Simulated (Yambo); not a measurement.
A run of Yambo 5.3.0 is set up as follows.

Contents of bse2.in:

```
optics
bse
bss
rim_cut
em1s
RandQpts= 1000000
RandGvec= 50 RL
Chimod= "HARTREE"
% BndsRnXs
 1 | 39 |
%
NGsBlkXs= 5 Ry
% LongDrXs
 1 | 0 | 0 |
%
BSKmod= "SEX"
BSEmod= "retarded"
BSSmod= "d"
% BSEQptR
 1 | 1 |
%
% BSEBands
 13 | 16 |
%
BSENGexx= 20 Ry
BSENGBlk= 5 Ry
% BEnRange
 0 | 20 | eV
%
% BDmRange
 0.1 | 0.1 | eV
%
BEnSteps= 200
% BLongDir
 1 | 0 | 0 |
%
BSEprop= "abs"
WRbsWF
% KfnQP_E
 0.78 | 1.0 | 1.0 |
%
```

File scf.in:

```
&CONTROL
  calculation = 'scf'
  prefix = 'pwscf'
  outdir = './tmp'
  pseudo_dir = './pseudo'
/
&SYSTEM
  ibrav = 0
  nat = 2
  ntyp = 1
  ecutwfc = 78
  nbnd = 21
  occupations = 'smearing'
  smearing = 'fd'
  degauss = 0.00367493
  force_symmorphic = .true.
/
&ELECTRONS
  conv_thr = 4d-10
  electron_maxstep = 120
  mixing_beta = 0.5
/
ATOMIC_SPECIES
Ge    72.6300 Ge.upf
CELL_PARAMETERS angstrom
   0.0000000000    2.7513662564    2.7513662564
   2.7513662564    0.0000000000    2.7513662564
   2.7513662564    2.7513662564    0.0000000000
ATOMIC_POSITIONS crystal
Ge     0.7500000000    0.7500000000    0.7500000000
Ge     0.5000000000    0.5000000000    0.5000000000
K_POINTS automatic
8 8 8 0 0 0
```

nscf.in

```
&CONTROL
  calculation = 'nscf'
  prefix = 'pwscf'
  outdir = './tmp'
  pseudo_dir = './pseudo'
/
&SYSTEM
  ibrav = 0
  nat = 2
  ntyp = 1
  ecutwfc = 78
  nbnd = 164
  occupations = 'fixed'
  force_symmorphic = .true.
/
&ELECTRONS
  conv_thr = 1d-08
  diago_full_acc = .true.
  diago_thr_init = 1d-06
/
ATOMIC_SPECIES
Ge    72.6300 Ge.upf
CELL_PARAMETERS angstrom
   0.0000000000    2.7513662564    2.7513662564
   2.7513662564    0.0000000000    2.7513662564
   2.7513662564    2.7513662564    0.0000000000
ATOMIC_POSITIONS crystal
Ge     0.7500000000    0.7500000000    0.7500000000
Ge     0.5000000000    0.5000000000    0.5000000000
K_POINTS automatic
4 4 4 0 0 0
```

Potentials or basis: PseudoDojo 0.4.1 SR PBE standard.

Launch:

```bash
$ OMP_NUM_THREADS=1 pw.x -in scf.in > scf.out
$ OMP_NUM_THREADS=1 pw.x -in nscf.in > nscf.out
$ cd tmp/pwscf.save; p2y; mv SAVE ../..; cd ../..
$ OMP_NUM_THREADS=1 yambo
$ mkdir -p bse2; ln -s $PWD/g0w00/ndb.RIM bse2/
$ OMP_NUM_THREADS=1 yambo -F bse2.in -J bse2 -C bse2_out
$ OMP_NUM_THREADS=1 ypp -J bse2 -C bse2_out -e s -b 1
```

(1) Predict the exciton binding energy.

(2) Estimate the lowest exciton energy.

(3) What does it give for the lowest bright exciton energy?

(4) Estimate the band gap on the k mesh, mean-field level.

Answers

(1) 0.02 eV.

(2) 1.58 eV.

(3) 1.58 eV.

(4) 0.45 eV, indirect (least direct gap 0.82 eV).

Caveat: the k mesh is coarse (spacing up to 0.49 Å⁻¹), so the values aren't converged; the scissor is the correction of the direct gap in an earlier G0W0 run on the same states; exciton energies and binding change strongly with the k mesh and aren't converged on this one; spectra need much finer meshes, so this one isn't converged.
